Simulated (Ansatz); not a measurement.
Crystal: Ge.

```
CELL_PARAMETERS angstrom
0.00000 2.82891 2.82891
2.82891 0.00000 2.82891
2.82891 2.82891 0.00000
ATOMIC_POSITIONS crystal
Ge 0.25000 0.25000 0.25000
Ge 0.00000 0.00000 0.00000
```

A run of Ansatz 0.2.0 on this cell left the log below. Logs are shortened: lines on timing, memory, paths and dates and some standing lists are left out, and cuts for length are marked.

```text
Warning: RAYON_NUM_THREADS=1 ignored (pool sized by the plan → 1); use --threads N
crystal.space_group: 227 is read as Fd-3m (origin choice 1): the typed cell holds Ge8 (Ge 8a). Least distances (Å): Ge–Ge 2.450
crystal.space_group generates its sites in this order, which a site index counts, at these fractional coordinates of the primitive cell where crystal.reduce_to_primitive is true, and else of the cell that is read (crystal.supercell repeats the list replica by replica, and crystal.defects acts on that): 0: Ge [0.250000, 0.250000, 0.250000]; 1: Ge [1.000000, 1.000000, 1.000000];
hamiltonian.pseudopotentials.datasets: crystal makes datasets for this crystal and solves the spheres of its atoms anew in each pass: cutoff 300.0 eV, the density's 2100.0 eV;, for an error of 0.50 meV an atom under PBE, 1.0 meV for the cell; an energy difference from a run of another recipe may be off by several times the error for the cell, under r2SCAN by more, where some 0.1 meV an atom stays at smaller errors; Ge in spheres of 1.222 Å, 14 of its electrons in bands
Engine: ansatz 0.2.0, aarch64-unknown-linux-gnu
Pseudopotentials: kind: all_electron
Pseudopotential: Ge, paw, valence charge 14, recommended cutoff 300 eV (normal), crystal/all_electron/r2scan/scalar/gaussian/Ge, Koelling and Harmon's equation, gaussian nucleus
Functional definition: r2SCANh
  parameter a = 0.1
  parameter k0 = 0.174
  parameter k1 = 0.065
  parameter a1 = 4.9479
  exchange = (1 - a)*r2scan_x(k0 = k0, k1 = k1, a1 = a1) + a*exact_x
  correlation = r2scan_c
Crystal: 2 atoms, lattice volume = 45.278 Å³
Basis set: ecut = 300 eV, 531 PW (Γ), exchange–correlation on 90×90×90 points (27 copies of the dense FFT grid, shifted against one another)
Bands: 18, of which v1, the nominal top of the filled ones, is band 14 counted from 1 (13 counted from 0)
Symmetry: 48 space group operations
Space group: Fd-3m (ITA 227), of the structure as read, at distance tolerance 3.6e-5 Å
k-points: 8 of 64
Non-local potential: Ge, projectors of the file, l = 0: 1, l = 1: 1, l = 2: 2
PAW form: soft (Blöchl's): semilocal exchange-correlation on the pseudo side does not see the compensation charge
PAW one-centre angular grid: Ge, 590 points (default); XC on its mesh's 1871 points in the sphere
Initial density: superposition of atomic densities (neutral atoms: chi_scale 0, normalization atom)
Initial wavefunctions: pseudopotential atomic-orbital guess
[... 18 lines left out ...]
  greatest PAW one-centre occupation: 1.002 electrons in one spin orbital (limit 2), on the Ge atom at site 1 (counted from 0), in its partial waves of l = 2
hybrid outer 1: dexx = +5.868e-13 eV
hybrid SCF converged: 1 outer / 12 inner (+0 warm-up), last move |dexx| = 5.87e-13 eV
Stability not checked: this state was not tested for a lower state beside it, because the functional holds exact exchange (a hybrid, or Hartree-Fock), whose exchange loop this test does not read (fock_operator; see scf.lower_state_search)
Free energy (F): -114250.406121 eV
Harris-Foulkes:  -114250.406121 eV  (|F-HF|=5.09e-10)
Internal energy: -114250.406121 eV  (E = F + TS)
E sigma→0 (E₀):  -114250.406121 eV
Past the cutoff: the bands carry plane waves up to 2.50 times it, of which those up to 1.5 times it add -0.000587 eV an atom, each by itself; the spheres take 0.000509 eV an atom off the energy for waves past 2.50 times it
Past the cutoffs: a stress includes 0.0010 GPa for waves and charges beyond them, in addition to the slope of what the spheres take
In the spheres:  the bands' charges fall short by 2.0e-6 e at most (sound up to 1e-3)
Fermi energy:    10.051240 eV
--- Per-component energies (eV) ---
  E_band       = -310.439717
  E_kinetic    = 150.673038
  E_local      = -3106.828181  (includes V_loc(G=0)·N_el)
  E_nonlocal   = -964.911992
  E_hartree    = 1454.728298
  E_xc         = -82.408457
  E_vxc        = -115.958607  (∫ρ·V_xc dr)
  E_exx        = -48.254146  (= α·E_x^exact, valence–valence)
  E_paw        = -118286.944502  (= ΣΔE_a)
  E_vpaw       = -8414.361299  (= ΣTr[D̂ρ^β])
  E_vtau       = 7.323313  (kinetic-family band-sum trace: ∫τ·v_τ [+ j·A + Jᵃ·Aᵃ] dr)
  E_ewald      = -2687.134708
  E_smearing   = -0.000000  (= −TS)
  E_closure    = 9320.674528  (closes the sum)
  Σ components = -114250.406121   (vs F -114250.406121, Δ=0.00e0)
  The terms above E_closure are by the made datasets' own strengths, without shells solved beside the bands.
--- Forces (eV/Å), atoms counted from 1 ---
  atom   1  Ge     0.00000000     0.00000000     0.00000000
  atom   2  Ge    -0.00000000    -0.00000000    -0.00000000
  max |Σ_I F_I| component: 9.25e-18 eV/Å
--- Stress (GPa, compression-positive) ---
        0.183425       0.000000       0.000000
        0.000000       0.183425       0.000000
       -0.000000      -0.000000       0.183425
  P = ⅓ Tr σ = 0.1834 GPa (1.834 kbar)
--- Band table (eV; the first three rows and the last of 8) ---
  k-point 0: bands = ["-17.0887", "-17.0887", "-17.0887", "-17.0507", "-17.0507", "-16.8338", "-16.8338", "-16.8338", "-16.8143", "-16.8143", "-4.1874", "9.5864", "9.5864", "9.5864", "10.5662"]
  k-point 1: bands = ["-17.1078", "-17.1078", "-17.0800", "-17.0206", "-17.0206", "-16.8571", "-16.8571", "-16.8437", "-16.7964", "-16.7964", "-3.3808", "4.6191", "8.6345", "8.6345", "11.0271"]
  k-point 2: bands = ["-17.1143", "-17.1143", "-17.0710", "-17.0068", "-17.0068", "-16.8647", "-16.8647", "-16.8540", "-16.7906", "-16.7906", "-1.9094", "1.4391", "8.0527", "8.0527", "10.5163"]
  k-point 7: bands = ["-17.1386", "-17.1386", "-16.9913", "-16.9913", "-16.9383", "-16.9383", "-16.9047", "-16.9047", "-16.7628", "-16.7628", "0.1631", "0.1631", "5.3916", "5.3916", "14.8541"]
```

**Question.** Write the input and the command behind it.

**Answer.** Single point with r2SCANh, no spin polarisation. The files as run (others can give the same):

input.yaml
```yaml
crystal:
  lattice: { a: 5.65782, b: 5.65782, c: 5.65782, alpha: 90.0, beta: 90.0, gamma: 90.0 }
  space_group: 227
  setting: { hermann_mauguin: Fd-3m, origin_choice: 1 }
  reduce_to_primitive: true
  atoms:
    - { symbol: Ge, position: [0.25, 0.25, 0.25] }
kpoints:
  mp_grid: { grid: [4, 4, 4] }
scf:
  occupations: { method: gaussian, width: 0.025 }
hamiltonian:
  xc: r2scanh
  pseudopotentials: { kind: all_electron, datasets: crystal }
output:
  forces: true
  stress: true
```

Potentials or basis: all-electron PAW datasets made for the crystal.
Command:
```console
$ ansatz run input.yaml --threads 1 --pin off --max-ram 2560MiB --backend cpu --events-out ev --progress --plain --runs-dir out
```

Caveat: the k mesh is coarse (spacing up to 0.48 Å⁻¹), so the values aren't converged, least of all with exact exchange.
